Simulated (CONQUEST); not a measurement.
# La under changes of volume

One of the cells (38.320 Å³/atom); the others are scaled copies at fixed shape and fractional positions:

```
La
1.0
     4.24766    0.00000    0.00000
     0.00000    4.24766    0.00000
     0.00000    0.00000    4.24766
La
2
Direct
  0.00000 0.00000 0.00000
  0.50000 0.50000 0.50000
```

This isn't the form of La at room conditions, which is double hcp.

| Property | Result |
| --- | --- |
| Program | CONQUEST 1.3 |
| Functional | PBE |
| Potentials or basis | PseudoDojo NC PBE, SZ, grid of 40 × 40 × 40 points |
| k mesh | 6 × 6 × 6 |
| Occupations | fermi-dirac, width 0.05 eV |
| Spin | no spin polarisation |

```csv
volume (Å³/atom),energy over the lowest point (meV/atom),pressure (GPa)
36.020,38.22,3.8
36.787,22.44,2.7
37.553,11.20,1.9
38.320,?,?
39.086,0.00,0.2
39.852,1.36,-0.6
40.619,5.47,-1.0
```

What does the run at 38.320 Å³/atom give?

Energy over the lowest point 3.31 meV/atom; pressure 1.2 GPa.

Worked out: A Birch-Murnaghan fit of order 3 (a polynomial in V^(-2/3)) to the other rows has its minimum at 39.34 Å³/atom with B0 = V·E''(V) = 42 GPa (rough, since the energies scatter). It gives 3.64 meV/atom at 38.320 Å³/atom, against the run's 3.31, and -dE/dV = 1.1 GPa, against 1.2.

Energies are extrapolated to zero smearing.

Caveats: the atomic basis is small; the basis of atomic orbitals isn't converged, which shifts pressures, moduli and gaps.
